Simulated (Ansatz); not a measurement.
# Ti6Al6CO: the cost of one run

Computed with Ansatz 0.2.0 (DFT PBE, scalar-relativistic, plane waves, PAW, unless a step's input says otherwise).

3 further runs of the same task are left out: 3 set aside as unsound or not needed.

### 1 The structure to begin with

Symmetry: P4/mmm, No. 123, tetragonal system. Conventional cell: a = 2.822 Å, b = 2.822 Å, c = 4.077 Å, α = 90.00°, β = 90.00°, γ = 90.00°. Around Ti (site symmetry 4/mmm) lie 4 Ti at 2.82 Å and 8 Al at 2.85 Å. Around Al (site symmetry 4/mmm) lie 4 Al at 2.82 Å and 8 Ti at 2.85 Å.

Structure file:

```
Ti Al
1.0
     2.82209    0.00000    0.00000
     0.00000    2.82209    0.00000
     0.00000    0.00000    4.07677
Ti Al
1 1
Direct
  0.00000 0.00000 0.00000
  0.50000 0.50000 0.50000
```

This cell was relaxed beforehand with the same method: volume 16.23 Å³/atom, gap on the mesh none (metal).

### 3 The grid

Atoms count from 1 in the order of the input.

CO is moved over the surface cell; relaxed at each place: the height of the adsorbate's atoms; substrate rigid; the origin of the map has the adsorbate above Al11.

The axes are (1) position of C13 along the first surface vector, from above Al11: 6 values from 0.000 to 0.833, periodic; (2) position of C13 along the second surface vector, from above Al11: 6 values from 0.000 to 0.833, periodic.

Relaxed at each point: the height of the adsorbate's atoms; substrate rigid. Points are written as (first, second).

The two vectors of the plane (Å): (2.822, 0.000, 0.000); (0.000, 4.958, 0.000).

(The set-up runs are not shown.)

### 4 Grid point (3/6, 0/6) of the map's two axes

input.yaml reads:

```yaml
crystal:
  lattice:
    - [5.6441828185, 0.0, 0.0]
    - [0.0, 4.9582470464, 0.0]
    - [0.0, 0.0, 21.3373158495]
  atoms:
    - { symbol: Ti, position: [0.0, 0.3239558521, 0.1874650039] }
    - { symbol: Ti, position: [0.5, 0.3239558521, 0.1874650039] }
    - { symbol: Al, position: [0.25, 0.8239558521, 0.1874650039] }
    - { symbol: Al, position: [0.75, 0.8239558521, 0.1874650039] }
    - { symbol: Ti, position: [0.0, 0.6377058009, 0.2955249637] }
    - { symbol: Ti, position: [0.5, 0.6377058009, 0.2955249637] }
    - { symbol: Al, position: [0.25, 0.140217807, 0.2945495963] }
    - { symbol: Al, position: [0.75, 0.140217807, 0.2945495963] }
    - { symbol: Ti, position: [0.0, 0.9595688062, 0.3998010289] }
    - { symbol: Ti, position: [0.5, 0.9595688062, 0.3998010289] }
    - { symbol: Al, position: [0.25, 0.4566105095, 0.407141925] }
    - { symbol: Al, position: [0.75, 0.4566105095, 0.407141925] }
    - { symbol: C, position: [0.5, 0.4566105095, 0.4735207984] }
    - { symbol: O, position: [0.5, 0.4566105095, 0.527416987] }
basis:
  ecutwfc: 420
kpoints:
  mp_grid: { grid: [5, 6, 1] }
hamiltonian:
  xc: pbe
scf:
  occupations: { method: gaussian, width: 0.1 }
output:
  forces: true
  eigenvalues: true
relax:
  adjacent_minimum: "off"
  f_tol: 0.025
  max_steps: 16
  constraints:
    - { sites: [0, 1, 2, 3, 4, 5, 6, 7, 8, 9, 10, 11] }
    - { sites: [12, 13], fix: xy }
efield:
  axis: 3
  dipole_correction: true
  ramp_width: 0.04
```

Command:

```
> ansatz run input.yaml --threads 4 --pin off --max-ram 12288MiB --backend cpu --events-out ev --progress --plain --runs-dir out
```

What time and memory should one allow on 4 threads of Arm Neoverse V1, shared host?

About 67 s, with a peak of 1.3 GiB.
